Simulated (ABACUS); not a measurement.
# BP (F-43m) in ABACUS: a series of runs

The runs below take BP through single point, relaxation of cell and atoms, with AM05.

All numbers are computed with ABACUS 3.10.1; they aren't measurements. Logs are shortened: lines on timing, memory, paths and dates and some standing lists are left out, and cuts for length are marked.

**1. The structure**

Symmetry: F-43m, No. 216, cubic system. Conventional cell: a = 4.538 Å, b = 4.538 Å, c = 4.538 Å, α = 90.00°, β = 90.00°, γ = 90.00°. P (site symmetry -43m) is surrounded by 4 B at 1.97 Å. B (site symmetry -43m) is surrounded by 4 P at 1.97 Å.

**2. Single point, AM05**

File INPUT:

```
INPUT_PARAMETERS
suffix              BP
calculation         scf
basis_type          pw
pseudo_dir          ./
symmetry            1
dft_functional      GGA_X_AM05+GGA_C_AM05
ecutwfc             40
pseudo_rcut         10
nspin               1
nbands              14
ks_solver           dav
smearing_method     fd
smearing_sigma      0.00367493
scf_thr             1e-08
scf_nmax            100
mixing_type         broyden
mixing_beta         0.7
cal_force           1
cal_stress          1
ecutrho             320
out_chg             1
out_pot             2
out_elf             0
kpar                4
```

File STRU:

```
ATOMIC_SPECIES
P 30.9738 p_pbe_v1.5.uspp.F.UPF
B 10.8100 b_pbe_v1.4.uspp.F.UPF

LATTICE_CONSTANT
1.8897261246

LATTICE_VECTORS
0.0000000000 2.2690000000 2.2690000000
2.2690000000 0.0000000000 2.2690000000
2.2690000000 2.2690000000 0.0000000000

ATOMIC_POSITIONS
Cartesian

P
0.0
1
3.4035000000 3.4035000000 3.4035000000 1 1 1

B
0.0
1
0.0000000000 0.0000000000 0.0000000000 1 1 1
```

File KPT:

```
K_POINTS
0
Gamma
8 8 8 0 0 0
```

Potentials or basis: GBRV ultrasoft 1.5 PBE, plane waves.

Command:

```console
$ OMP_NUM_THREADS=1 mpirun -np 4 abacus > log
```

running log:

```text
ABACUS v3.10.1

               Atomic-orbital Based Ab-initio Computation at UStc

 ------------------------------------------------------------------------------------

 READING GENERAL INFORMATION
                           global_out_dir = OUT.BP/
                           global_in_card = INPUT
                               pseudo_dir = ./
                              orbital_dir =
                                    DSIZE = 4
                                    GSIZE = 1
[... 5 lines left out ...]

 READING ATOM TYPE 1
                               atom label = P
                      L=0, number of zeta = 1
                      L=1, number of zeta = 1
                      L=2, number of zeta = 1
             number of atom for this type = 1

 READING ATOM TYPE 2
                               atom label = B
                      L=0, number of zeta = 1
                      L=1, number of zeta = 1
                      L=2, number of zeta = 1
             number of atom for this type = 1

                        TOTAL ATOM NUMBER = 2
CARTESIAN COORDINATES ( UNIT =       1.889726124600 Bohr ).
    atom                   x                   y                   z     mag                  vx                  vy                  vz
tauc_P1            3.4035000000        3.4035000000        3.4035000000  0.0000        0.0000000000        0.0000000000        0.0000000000
tauc_B1            0.0000000000        0.0000000000        0.0000000000  0.0000        0.0000000000        0.0000000000        0.0000000000

                          Volume (Bohr^3) = 157.663
                             Volume (A^3) = 23.3632

 Lattice vectors: (Cartesian coordinate: in unit of a_0)
                   +0              +2.269              +2.269
               +2.269                  +0              +2.269
               +2.269              +2.269                  +0
 Reciprocal vectors: (Cartesian coordinate: in unit of 2 pi/a_0)
            -0.220361           +0.220361           +0.220361
            +0.220361           -0.220361           +0.220361
            +0.220361           +0.220361           -0.220361
 The esolver type has been set to : ksdft_pw

                PAO radial cut off (Bohr) = 10

 Read in pseudopotential file is p_pbe_v1.5.uspp.F.UPF
                     pseudopotential type = US
          exchange-correlation functional = PBE
                 nonlocal core correction = 1
                        valence electrons = 5
                                     lmax = 2
                           number of zeta = 2
                     number of projectors = 6
                           L of projector = 0
                           L of projector = 0
                           L of projector = 1
                           L of projector = 1
                           L of projector = 2
                           L of projector = 2
 XC functional updated to : GGA_X_AM05+GGA_C_AM05
          exchange-correlation functional = GGA_X_AM05+GGA_C_AM05
                PAO radial cut off (Bohr) = 10

 Read in pseudopotential file is b_pbe_v1.4.uspp.F.UPF
                     pseudopotential type = US
          exchange-correlation functional = PBE
                 nonlocal core correction = 1
                        valence electrons = 3
                                     lmax = 1
                           number of zeta = 2
                     number of projectors = 4
                           L of projector = 0
                           L of projector = 0
                           L of projector = 1
                           L of projector = 1
 XC functional updated to : GGA_X_AM05+GGA_C_AM05
          exchange-correlation functional = GGA_X_AM05+GGA_C_AM05
     initial pseudo atomic orbital number = 8

 SETUP THE ELECTRONS NUMBER
             electron number of element P = 5
       total electron number of element P = 5
             electron number of element B = 3
       total electron number of element B = 3
            AUTOSET number of electrons:  = 8
                           occupied bands = 4
                                   NBANDS = 14
                                   NLOCAL = 18

 SETUP THE PLANE WAVE BASIS
 energy cutoff for charge/potential (unit:Ry) = 160
            fft grid for charge/potential = [ 25, 25, 25 ]
                        fft grid division = [ 1, 1, 1 ]
        big fft grid for charge/potential = [ 36, 36, 36 ]
                                     nbxx = 46656
                                     nrxx = 15625

 SETUP PLANE WAVES FOR CHARGE/POTENTIAL
                    number of plane waves = 5329
                         number of sticks = 409

 PARALLEL PW FOR CHARGE/POTENTIAL
     PROC   COLUMNS(POT)             PW
        1            409           5329
 --------------- sum -------------------
[... 67 lines left out ...]
                                       C6 = 0
                                       S1 = 6
                                       S3 = 0
                                       S4 = 6
                                       S6 = 0
               POINT GROUP IN SPACE GROUP = T_d

 SETUP K-POINTS
                                    nspin = 1
                   Input type of k points = Monkhorst-Pack(Gamma)
                                   nkstot = 512
                       right hand lattice = 1
(for reciprocal lattice: )
[... 8 lines left out ...]
                       right hand lattice = 1
                        ROTATION MATRICES = 48
                               nkstot_ibz = 29
K-POINTS REDUCTION ACCORDING TO SYMMETRY
     IBZ    DIRECT_X    DIRECT_Y    DIRECT_Z  WEIGHT  ibz2bz
       1  0.00000000  0.00000000  0.00000000  0.0020       0
       2  0.12500000  0.12500000  0.12500000  0.0156       1
       3  0.25000000  0.25000000  0.25000000  0.0156       2
       4  0.37500000  0.37500000  0.37500000  0.0156       3
       5  0.50000000  0.50000000  0.50000000  0.0078       4
       6  0.12500000  0.12500000  0.00000000  0.0117       9
[... 21 lines left out ...]
      28 -0.12500000  0.50000000  0.37500000  0.0234     101
      29  0.50000000  0.25000000 -0.25000000  0.0117     166

                               nkstot now = 29
[... K-POINTS DIRECT COORDINATES: 29 rows ...]

           k-point number in this process = 8
       minimum distributed K point number = 7
[... stars of the k points ...]

[... K-POINTS CARTESIAN COORDINATES: 8 rows ...]

[... K-POINTS DIRECT COORDINATES: 8 rows ...]

 SETUP PLANE WAVES FOR WAVE FUNCTIONS
     energy cutoff for wavefunc (unit:Ry) = 40
              fft grid for wave functions = [ 25, 25, 25 ]
                    number of plane waves = 893
                         number of sticks = 121

 PARALLEL PW FOR WAVE FUNCTIONS
     PROC   COLUMNS(POT)             PW
        1            121            893
 --------------- sum -------------------
        1            121            893

 SETUP NONLOCAL PSEUDOPOTENTIALS IN PLANE WAVE BASIS
 P non-local projectors:
 projector 1 L=0
 projector 2 L=0
 projector 3 L=1
 projector 4 L=1
 projector 5 L=2
 projector 6 L=2
 B non-local projectors:
 projector 1 L=0
 projector 2 L=0
 projector 3 L=1
 projector 4 L=1
      TOTAL NUMBER OF NONLOCAL PROJECTORS = 26

 Init Non-Local PseudoPotential table :
 Init Non-Local-Pseudopotential done.

                                     npwx = 676

 Make real space PAO into reciprocal space.
       max mesh points in Pseudopotential = 721
     dq(describe PAO in reciprocal space) = 0.01
                                    max q = 763

 number of pseudo atomic orbitals for P is 2
WARNING: norm of atomic wavefunction # 2 of atomic type P is 0.999973, renormalized

 number of pseudo atomic orbitals for B is 2
WARNING: norm of atomic wavefunction # 1 of atomic type B is 0.999999, renormalized
WARNING: norm of atomic wavefunction # 2 of atomic type B is 0.999862, renormalized

 -------------------------------------------
 SELF-CONSISTENT
 -------------------------------------------
                                 init_chg = atomic

 PW ALGORITHM --------------- ION=   1  ELEC=   1--------------------------------

 Density error is 0.153671469768
                          Error Threshold = 0.01
----------------------------------------------------------
     Energy           Rydberg                 eV
----------------------------------------------------------
 E_KohnSham     -21.7927365197       -296.5053916804
 E_Harris       -21.5305336207       -292.9379382222
 E_Fermi        0.6705945231         9.1239065617
----------------------------------------------------------
[... 63 lines left out ...]
 Density error is 3.72860743875e-11
                          Error Threshold = 2.60800261661e-10
----------------------------------------------------------
     Energy           Rydberg                 eV
----------------------------------------------------------
 E_KohnSham     -21.8240257557       -296.9311035768
 E_KS(sigma->0) -21.8240257479       -296.9311034702
 E_Harris       -21.8240249889       -296.9310931432
 E_band         1.5877527438         21.6024843313
 E_one_elec     6.7492498013         91.8282545224
 E_Hartree      1.2426319639         16.9068752266
 E_xc           -8.8326679633        -120.1746128435
 E_Ewald        -20.9832395419       -285.4916202691
 E_entropy(-TS) -0.0000000157        -0.0000002132
 E_descf        0.0000000000         0.0000000000
 E_exx          0.0000000000         0.0000000000
 E_Fermi        0.7194121250         9.7881041107
----------------------------------------------------------

 charge density convergence is achieved
 final etot is -296.93110358 eV
 EFERMI = 9.7881041107 eV
The vacuum level is 10.093211242 eV

 STATE ENERGY(eV) AND OCCUPATIONS    NSPIN == 1
 1/8 kpoint (Cartesian) = 0.0000 0.0000 0.0000 (645 pws)
       1       -6.28488     0.00390625
       2        9.23050     0.00390619
       3        9.23050     0.00390619
       4        9.23050     0.00390619
       5        12.5659    2.90903e-27
       6        12.5659    2.90903e-27
       7        12.5659    2.90903e-27
       8        16.5360    9.55097e-62
       9        20.5602        0.00000
      10        21.1655        0.00000
      11        21.1655        0.00000
      12        24.7473        0.00000
      13        24.7473        0.00000
      14        24.7473        0.00000
[... 66 lines left out ...]
       1       -5.90867      0.0234375
       2        8.03733      0.0234375
       3        8.03733      0.0234375
       4        8.04662      0.0234375
       5        11.9263    6.28051e-21
       6        14.1683    2.10854e-40
       7        14.1683    2.10854e-40
       8        16.7474    8.35461e-63
       9        19.4701    1.87573e-86
      10        21.5647        0.00000
      11        21.7615        0.00000
      12        25.4793        0.00000
      13        25.4793        0.00000
      14        26.5590        0.00000

[... levels at 2 further k points ...]

------------------------------------------------------------------------------------------
 TOTAL-FORCE (eV/Angstrom)
------------------------------------------------------------------------------------------
                        P1         0.0000000000         0.0000000000         0.0000000000
                        B1         0.0000000000         0.0000000000         0.0000000000
------------------------------------------------------------------------------------------

----------------------------------------------------------------
 TOTAL-STRESS (KBAR)
----------------------------------------------------------------
       -22.9299489786        -0.0000000000        -0.0000000000
        -0.0000000000       -22.9299489786         0.0000000000
        -0.0000000000         0.0000000000       -22.9299489786
----------------------------------------------------------------
 TOTAL-PRESSURE: -22.929949 KBAR

 --------------------------------------------
 !FINAL_ETOT_IS -296.9311035767550493 eV
 --------------------------------------------
```

Wall time 6 s (4 MPI ranks of Intel Xeon Platinum 8375C at 2.90GHz (Ice Lake), shared host); peak memory 0.48 GiB.

What came out:

```
Free energy            : -296.9311 eV
Pressure               : -2.3 GPa
Band gap on the k mesh : 1.16 eV, indirect (least direct gap 3.34 eV)
```

Levels at points of the mesh, in eV from the valence-band top:
```tsv
k point	band 2	band 3	band 4	band 5	band 6	band 7
(0.00, 0.00, 0.00)	0.00	0.00	0.00	3.34	3.34	3.34
(0.50, 0.50, 0.50)	-9.10	-1.77	-1.77	3.70	4.62	4.62
(0.50, 0.50, 0.00)	-8.62	-4.15	-4.15	1.21	1.53	12.03
```

Caveat: the potentials were made for another functional, which shifts forces and pressure. A hybrid or GW would open this gap; AM05 tends to underestimate it.

**3. Relaxation of cell and atoms, AM05**

Edit INPUT of step 2 so:

```diff
@@ -2,3 +2,3 @@
 suffix              BP
-calculation         scf
+calculation         cell-relax
 basis_type          pw
@@ -10,3 +10,3 @@
 nspin               1
-nbands              14
+nbands              8
 ks_solver           dav
@@ -21,5 +21,7 @@
 ecutrho             320
-out_chg             1
-out_pot             2
-out_elf             0
+relax_nmax          60
+force_thr_ev        0.02
+relax_method        cg
+out_stru            1
+stress_thr          0.2
 kpar                4
```

File STRU:

```
ATOMIC_SPECIES
P 30.9738 p_pbe_v1.5.uspp.F.UPF
B 10.8100 b_pbe_v1.4.uspp.F.UPF

LATTICE_CONSTANT
6.0638487579

LATTICE_VECTORS
0.0000000000 0.7071067812 0.7071067812
0.7071067812 0.0000000000 0.7071067812
0.7071067812 0.7071067812 0.0000000000

ATOMIC_POSITIONS
Cartesian

P
0.0
1
1.0606601718 1.0606601718 1.0606601718 1 1 1

B
0.0
1
0.0000000000 0.0000000000 0.0000000000 1 1 1
```

KPT is that of step 2.

Potentials or basis: GBRV ultrasoft 1.5 PBE, plane waves.

Command:

```console
$ OMP_NUM_THREADS=1 mpirun -np 4 abacus > log
```

running log:

```text
ABACUS v3.10.1

               Atomic-orbital Based Ab-initio Computation at UStc

 ------------------------------------------------------------------------------------

 READING GENERAL INFORMATION
                           global_out_dir = OUT.BP/
                           global_in_card = INPUT
                               pseudo_dir = ./
                              orbital_dir =
                                    DSIZE = 4
                                    GSIZE = 1

 READING UNITCELL INFORMATION
                                    ntype = 2
                  lattice constant (Bohr) = 6.06385
              lattice constant (Angstrom) = 3.20885

 READING ATOM TYPE 1
                               atom label = P
                      L=0, number of zeta = 1
                      L=1, number of zeta = 1
                      L=2, number of zeta = 1
             number of atom for this type = 1

 READING ATOM TYPE 2
                               atom label = B
                      L=0, number of zeta = 1
                      L=1, number of zeta = 1
                      L=2, number of zeta = 1
             number of atom for this type = 1

                        TOTAL ATOM NUMBER = 2
[... 475 lines left out ...]

 Relaxation is not converged yet!
CARTESIAN COORDINATES ( UNIT =       6.063848757900 Bohr ).
    atom                   x                   y                   z     mag                  vx                  vy                  vz
tauc_P1            1.0557340727        1.0557340727        1.0557340727  0.0000        0.0000000000        0.0000000000        0.0000000000
tauc_B1            0.0000000000        0.0000000000        0.0000000000  0.0000        0.0000000000        0.0000000000        0.0000000000

                          Volume (Bohr^3) = 155.476557
                             Volume (A^3) = 23.039221
[... 10 lines left out ...]
 -------------------------------------------
 STEP OF RELAXATION : 3
 -------------------------------------------

[... set-up of the moved cell ...]

 PW ALGORITHM --------------- ION=   3  ELEC=   1--------------------------------
 Notice: Threshold on eigenvalues was too large.
 hsover_error=0.080000 > DRHO=0.000299
 Origin diag ethr = 0.010000
 New diag ethr = 0.000004

 Density error is 0.000312074663
                          Error Threshold = 0.000003734385
----------------------------------------------------------
     Energy           Rydberg                 eV
----------------------------------------------------------
 E_KohnSham     -21.8241270432       -296.9324816628
 E_Harris       -21.8377597660       -297.1179643732
 E_Fermi        0.7347807176         9.9972045401
----------------------------------------------------------

[... 4 further cycles ...]
 PW ALGORITHM --------------- ION=   3  ELEC=   6--------------------------------

 Density error is 0.000000000079
                          Error Threshold = 0.000000000140
----------------------------------------------------------
     Energy           Rydberg                 eV
----------------------------------------------------------
 E_KohnSham     -21.8241981670       -296.9334493529
 E_KS(sigma->0) -21.8241981576       -296.9334492251
 E_Harris       -21.8242017582       -296.9334982128
 E_band         1.6672288749         22.6838125694
 E_one_elec     6.8792976259         93.5976459502
 E_Hartree      1.2297713482         16.7318975723
 E_xc           -8.8521189120        -120.4392565762
 E_Ewald        -21.0811482104       -286.8237360436
 E_entropy(-TS) -0.0000000188        -0.0000002557
 E_descf        0.0000000000         0.0000000000
[... 90 lines left out ...]
 Largest gradient in stress is 0.015285 kbar.
 Threshold is 0.200000 kbar.

 Relaxation is converged!

 --------------------------------------------
 !FINAL_ETOT_IS -296.9334493529000270 eV
 --------------------------------------------
```

stdout:

```text
ABACUS
v3.10.1

               Atomic-orbital Based Ab-initio Computation at UStc

 dft_functional readin is: GGA_X_AM05+GGA_C_AM05
 dft_functional in pseudopot file is: PBE
[... 76 lines left out ...]
----------------------------------------------------------------
 TOTAL-STRESS (KBAR)
----------------------------------------------------------------
        -0.0152848380        -0.0000000000         0.0000000000
        -0.0000000000        -0.0152848380         0.0000000000
         0.0000000000        -0.0000000000        -0.0152848380
----------------------------------------------------------------
 TOTAL-PRESSURE: -0.015285 KBAR

 ETOT DIFF (eV)       : -0.001525
 LARGEST GRAD (eV/A)  : 0.000000
```

Wall time 15 s (4 MPI ranks of Intel Xeon Platinum 8375C at 2.90GHz (Ice Lake), shared host); peak memory 0.48 GiB.

What came out:

* Free energy: -296.9334 eV
* Relaxed volume: 11.52 Å³/atom
* Relaxed cell: a = 3.194 Å, b = 3.194 Å, c = 3.194 Å, α = 60.00°, β = 60.00°, γ = 60.00°
* Space group after relaxing (to 0.05 Å): F-43m (No. 216)
* Energy gained by relaxing: 1.2 meV/atom
* Ionic steps: 3
* Pressure after relaxing: 0.0 GPa
* Band gap on the k mesh: 1.14 eV, indirect (least direct gap 3.36 eV)

Step by step:
```csv
step,energy change (eV),largest force (eV/Å),pressure (GPa),volume (Å³)
1,0.0000,0.0000,-2.29,23.36
2,-0.0008,0.0000,1.93,22.78
3,-0.0023,0.0000,0.00,23.04
```

Final structure:
```cif
data_structure
_symmetry_space_group_name_H-M 'P 1'
_symmetry_Int_Tables_number 1
_cell_length_a 3.1939
_cell_length_b 3.1939
_cell_length_c 3.1939
_cell_angle_alpha 60.000
_cell_angle_beta 60.000
_cell_angle_gamma 60.000
_cell_volume 23.04
loop_
_atom_site_label
_atom_site_type_symbol
_atom_site_fract_x
_atom_site_fract_y
_atom_site_fract_z
_atom_site_occupancy
P1 P 0.75000 0.75000 0.75000 1
B1 B 0.00000 0.00000 0.00000 1
```

Caveat: the potentials were made for another functional, which shifts forces and pressure. A k mesh can miss the band edges.
